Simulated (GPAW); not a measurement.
# Cr (Im-3m) in GPAW: settings compared, part 2 of 2

GPAW 26.7.0. The steps go on from the part before.

## 3. Single point, LDA, collinear spin, ferromagnetic start

File run.py:

```python
from ase.dft.bandgap import bandgap
from ase.io import write
from ase.spacegroup import crystal
from ase.units import GPa
from gpaw import GPAW, PW

# Cr 2a
atoms = crystal(['Cr'],
                basis=[[0.0, 0.0, 0.0]],
                spacegroup=229, setting=1,  # Im-3m
                cellpar=[2.96889936, 2.96889936, 2.96889936, 90.0, 90.0, 90.0],
                primitive_cell=True)
atoms.set_initial_magnetic_moments([4.0])

calc = GPAW(mode=PW(400),
            xc='LDA',
            kpts={'size': (10, 10, 10), 'gamma': True},
            occupations={'name': 'fermi-dirac', 'width': 0.05},
            nbands=11,
            maxiter=120,
            txt='gpaw.txt')
atoms.calc = calc
energy = atoms.get_potential_energy()
forces = atoms.get_forces()
stress = atoms.get_stress()
calc.write('gs.gpw')
write('result.traj', atoms)
print(f'Energy: {energy:.6f} eV')
print('Forces (eV/A):')
print(forces.round(4))
print('Stress (GPa):', (stress / GPa).round(3))
print('Moments:', calc.get_magnetic_moments().round(3))
print('Fermi level:', round(calc.get_fermi_level(), 4), 'eV')
print(f'Gap: {bandgap(calc)[0]:.4f} eV, direct: {bandgap(calc, direct=True)[0]:.4f} eV')
```

Potentials or basis: the program's PAW data sets (release 1.2.1) made for this functional, pw.

On the command line:

```
$ OMP_NUM_THREADS=1 python run.py
```

gpaw.txt:

```text
__  _  _
 | _ |_)|_||  |
 |__||  | ||/\| - 26.7.0

Input parameters:
  mode=PW(ecut=400.0),
  kpts=MonkhorstPack(size=(10, 10, 10), gamma=True),
  maxiter=120,
  nbands=11,
  occupations=Occupations(name='fermi-dirac', width=0.05),
  xc=XC(name='LDA')

Diagonalizing LCAO Hamiltonian
Converting LCAO to pw mode

       Cr

Atoms  # Å, Bohr magnetons
|   | symbol |        x |        y |        z |    initial magnetic moments |
|---|--------|----------|----------|----------|-----------------------------|
| 0 |     Cr | 0.000000 | 0.000000 | 0.000000 | ( 0.0000,  0.0000,  4.0000) |

Unit cell  # Å
| periodic |         x |         y |         z |  lengths |     angles |
|----------|-----------|-----------|-----------|----------|------------|
|      yes | -1.484450 |  1.484450 |  1.484450 | 2.571142 | 109.471221 |
|      yes |  1.484450 | -1.484450 |  1.484450 | 2.571142 | 109.471221 |
|      yes |  1.484450 |  1.484450 | -1.484450 | 2.571142 | 109.471221 |

Number of symmetries: 48
Symmetry operations  # r_c * U_cc + t_c -> r_c
|    | kind |            matrix            |
|----|------|------------------------------|
|  0 |  σ   |  1, 1, 1,  0, 0,-1,  0,-1, 0 |
|  1 |  C4  |  1, 1, 1,  0, 0,-1, -1, 0, 0 |
|  2 |  C2  |  1, 1, 1,  0,-1, 0,  0, 0,-1 |
|  3 |  S6  |  1, 1, 1,  0,-1, 0, -1, 0, 0 |
|  4 |  S6  |  1, 1, 1, -1, 0, 0,  0, 0,-1 |
|  5 |  C4  |  1, 1, 1, -1, 0, 0,  0,-1, 0 |
|  6 |  E   |  1, 0, 0,  0, 1, 0,  0, 0, 1 |
|  7 |  σ   |  1, 0, 0,  0, 1, 0, -1,-1,-1 |
|  8 |  σ   |  1, 0, 0,  0, 0, 1,  0, 1, 0 |
|  9 |  C3  |  1, 0, 0,  0, 0, 1, -1,-1,-1 |
| 10 |  C3  |  1, 0, 0, -1,-1,-1,  0, 1, 0 |
| 11 |  σ   |  1, 0, 0, -1,-1,-1,  0, 0, 1 |
| 12 |  σ   |  0, 1, 0,  1, 0, 0,  0, 0, 1 |
| 13 |  C2  |  0, 1, 0,  1, 0, 0, -1,-1,-1 |
| 14 |  C3  |  0, 1, 0,  0, 0, 1,  1, 0, 0 |
| 15 |  S4  |  0, 1, 0,  0, 0, 1, -1,-1,-1 |
| 16 |  S4  |  0, 1, 0, -1,-1,-1,  1, 0, 0 |
| 17 |  C3  |  0, 1, 0, -1,-1,-1,  0, 0, 1 |
| 18 |  C3  |  0, 0, 1,  1, 0, 0,  0, 1, 0 |
| 19 |  S4  |  0, 0, 1,  1, 0, 0, -1,-1,-1 |
| 20 |  σ   |  0, 0, 1,  0, 1, 0,  1, 0, 0 |
| 21 |  C3  |  0, 0, 1,  0, 1, 0, -1,-1,-1 |
| 22 |  C2  |  0, 0, 1, -1,-1,-1,  1, 0, 0 |
| 23 |  S4  |  0, 0, 1, -1,-1,-1,  0, 1, 0 |
| 24 |  C4  |  0, 0,-1,  1, 1, 1,  0,-1, 0 |
| 25 |  σ   |  0, 0,-1,  1, 1, 1, -1, 0, 0 |
| 26 |  S6  |  0, 0,-1,  0,-1, 0,  1, 1, 1 |
| 27 |  C2  |  0, 0,-1,  0,-1, 0, -1, 0, 0 |
| 28 |  C4  |  0, 0,-1, -1, 0, 0,  1, 1, 1 |
| 29 |  S6  |  0, 0,-1, -1, 0, 0,  0,-1, 0 |
| 30 |  S6  |  0,-1, 0,  1, 1, 1,  0, 0,-1 |
| 31 |  C4  |  0,-1, 0,  1, 1, 1, -1, 0, 0 |
| 32 |  C4  |  0,-1, 0,  0, 0,-1,  1, 1, 1 |
| 33 |  S6  |  0,-1, 0,  0, 0,-1, -1, 0, 0 |
| 34 |  σ   |  0,-1, 0, -1, 0, 0,  1, 1, 1 |
| 35 |  C2  |  0,-1, 0, -1, 0, 0,  0, 0,-1 |
| 36 |  C2  | -1, 0, 0,  1, 1, 1,  0, 0,-1 |
| 37 |  S6  | -1, 0, 0,  1, 1, 1,  0,-1, 0 |
| 38 |  S6  | -1, 0, 0,  0, 0,-1,  1, 1, 1 |
| 39 |  C2  | -1, 0, 0,  0, 0,-1,  0,-1, 0 |
| 40 |  C2  | -1, 0, 0,  0,-1, 0,  1, 1, 1 |
| 41 |  i   | -1, 0, 0,  0,-1, 0,  0, 0,-1 |
| 42 |  S4  | -1,-1,-1,  1, 0, 0,  0, 1, 0 |
| 43 |  C3  | -1,-1,-1,  1, 0, 0,  0, 0, 1 |
| 44 |  C3  | -1,-1,-1,  0, 1, 0,  1, 0, 0 |
| 45 |  σ   | -1,-1,-1,  0, 1, 0,  0, 0, 1 |
| 46 |  S4  | -1,-1,-1,  0, 0, 1,  1, 0, 0 |
| 47 |  C2  | -1,-1,-1,  0, 0, 1,  0, 1, 0 |

BZ-sampling:
  Number of BZ points: 1000
  Number of IBZ points: 47

  Monkhorst-Pack size: [10, 10, 10]
  Monkhorst-Pack shift: [0.05, 0.05, 0.05]

K-points  # in reciprocal-cell coordinates
|     |                                coordinates |     weight |
|-----|--------------------------------------------|------------|
|   0 | (  0.00000000,   0.00000000,   0.00000000) | 0.00100000 |
|   1 | (  0.10000000,   0.00000000,   0.00000000) | 0.01200000 |
|   2 | (  0.10000000,   0.10000000,  -0.10000000) | 0.00600000 |
|   3 | (  0.20000000,   0.00000000,  -0.10000000) | 0.02400000 |
|   4 | (  0.20000000,   0.00000000,   0.00000000) | 0.01200000 |
|   5 | (  0.20000000,   0.10000000,  -0.10000000) | 0.02400000 |
|   6 | (  0.20000000,   0.20000000,  -0.20000000) | 0.00600000 |
|   7 | (  0.30000000,  -0.10000000,  -0.10000000) | 0.00800000 |
|   8 | (  0.30000000,   0.00000000,  -0.10000000) | 0.04800000 |
|   9 | (  0.30000000,   0.00000000,   0.00000000) | 0.01200000 |
| ... |                                            |            |
|  46 | (  0.50000000,   0.50000000,   0.50000000) | 0.00100000 |

Plane wave coefficients: 243
Cutoff: 400.0 eV

Spin-components: 2 (collinear spins)
Bands:           11
Projectors:      6
Spin-degeneracy: 1
Datatype:        complex128

Parallelization:
  kpt:    1
  domain: 1
  band:   1

Density:
  Valence electrons: 6.0
  Components: 2
  Grid points: [12 12 12]
  Charge: 0.0  # |e|

Potential:
  Grid points: [12 12 12]

species:
  Cr:
    name:    Chromium
    Z:       24.0
    valence: 6
    core:    18
    charge:  0.0  # [|e|]
    compensation charges:
      type: gauss
      rc: 0.35  # [Å]
      lmax: 2
    cutoffs:
      filter: 2.14  # [Å]
      core: 3.04  # [Å]
    projectors
    | kind |    occ | energy [eV] | rcut [Å] |
    |------|--------|-------------|----------|
    |   4s |  1.000 |      -4.191 |    1.164 |
    |   4p |  0.000 |      -1.079 |    1.217 |
    |   3d |  5.000 |      -3.128 |    1.111 |
    |    s |        |      23.021 |    1.164 |
    |    p |        |      26.132 |    1.217 |
    |    d |        |      24.083 |    1.111 |

    Using partial waves for Cr as LCAO basis

Reference energy: -28526.683362  # eV

eigensolver:
  PPCG
  Converge bands: occupied
  niter=2

density mixing:
  MSR1-Mixer
  Pratt-step length: 0.05
  Maximum mixing coefficient: 0.75
  Old densities: 10
  SVD Regularization: 0.005
  Good broyden scale: 1.0
  Trust region scale: 1.0
  Backstep threshold: 4.0
  History deletion threshold: 6.0
  Fourier metric: weight=20.0, sigma=0.015

occupation numbers:
  Fermi-Dirac:
    width: 0.0500  # eV

poisson solver:
  ecut: 3200.0  # eV

xc functional:
  name: None

convergence criteria:
- Maximum [total energy] change in last 3 cyles: 0.0005 eV / valence electron
- Maximum integral of absolute [dens]ity change: 0.0001 electrons / valence electron
- Maximum integral of absolute [eigenst]ate change: 4e-08 eV^2 / valence electron
maximum number of iterations: 120

SCF iterations
|iter     | |      energy | eigst |  dens |  magmom |
|---------|-|-------------|-------|-------|---------|
|iter:   1| |   -8.756899 | -0.10 |       |  +4.0009|
|iter:   2| |   -8.810548 | -2.34 | -0.47 |  +3.9099|
|iter:   3| |  -10.284036 | -0.37 | -0.47 |  -1.2935|
|iter:   4| |  -10.197213 | -0.25 | -0.51 |  +1.1512|
|iter:   5| |  -10.029559 | -0.66 | -0.62 |  -1.3283|
|iter:   6| |  -10.202601 | -1.39 | -0.68 |  +0.3422|
|iter:   7| |  -10.202193 | -2.27 | -1.20 |  +0.0973|
|iter:   8| |  -10.203056c| -3.34 | -1.88 |  +0.0011|
|iter:   9| |  -10.203059c| -4.91 | -2.61 |  -0.0118|
|iter:  10| |  -10.203085c| -5.33 | -2.74 |  -0.0010|
|iter:  11| |  -10.203081c| -6.72 | -3.64 |  +0.0005|
|iter:  12| |  -10.203081c| -7.80c| -4.10c|  -0.0001|

Converged in 12 steps
Energy contributions relative to reference atoms: (reference = -28526.683362)

Energy contributions:
  Kinetic:         -23.343144
  Coulomb:          15.766200
  Zero:              0.115177
  External:          0.000000
  Xc:               -2.736748
  Entropy:          -0.009131
  Spinorbit:         0.000000
  ----------------------------
  Free energy:     -10.207646
  Extrapolated:    -10.203081

dipole moment: (-3.691304, -3.691304, -3.691304)  # |e|*Ang

Total magnetic moment: (0.000000, 0.000000, -0.000066)

Local magnetic moments
|        x |        y |         z |
|----------|----------|-----------|
| 0.000000 | 0.000000 | -0.000028 |  # Cr   0

Fermi level: 9.217
Eigenvalues  # (at kpt = [0.000, 0.000, 0.000])
| band index |      eig [eV] | occ [0-1] |      eig [eV] | occ [0-1] |
|------------|---------------|-----------|---------------|-----------|
|          0 |         1.928 |     1.000 |         1.928 |     1.000 |
|          1 |         8.413 |     1.000 |         8.413 |     1.000 |
|          2 |         8.413 |     1.000 |         8.413 |     1.000 |
|          3 |         8.413 |     1.000 |         8.413 |     1.000 |
|          4 |        10.072 |     0.000 |        10.072 |     0.000 |
|          5 |        10.072 |     0.000 |        10.072 |     0.000 |
|          6 |        15.132 |     0.000 |        15.132 |     0.000 |
|          7 |        18.714 |     0.000 |        18.714 |     0.000 |
|          8 |        18.714 |     0.000 |        18.714 |     0.000 |
|          9 |        18.714 |     0.000 |        18.714 |     0.000 |
|         10 |        31.520 |     0.000 |        31.520 |     0.000 |

No gap
No difference between direct/indirect transitions

Forces  # eV/Ang
|       x |       y |        z |
|---------|---------|----------|
| 0.00000 | 0.00000 | -0.00000 |  # Cr   0

Stress tensor  # eV/Ang^3
|         x |         y |         z |
|-----------|-----------|-----------|
|  0.251300 | -0.000000 | -0.000000 |
| -0.000000 |  0.251300 |  0.000000 |
| -0.000000 |  0.000000 |  0.251300 |

# Writing to gs.gpw (mode='')
```

Run time: 11 s. Hardware: 1 thread of Arm Neoverse V1, shared host; peak memory 0.12 GiB.

The run converged, but some of its settings lie outside the range that counts as converged, so its numbers aren't taken as properties of the crystal.

What came out:

| Quantity | Value |
| --- | --- |
| Free energy | -10.2076 eV |
| Pressure | -40.3 GPa |
| Band gap on the k mesh | none (metal or under the smearing width) |
| Net moment | 0.00 μB per cell |

Caveat: the cutoff is short for stress and forces, so pressures can be off by a GPa or more; the starting moments collapsed, and a magnetic state may lie lower; a pressure of tens of GPa on the cell as given is suspect, and the run, the potentials or the cell itself is likely at fault.
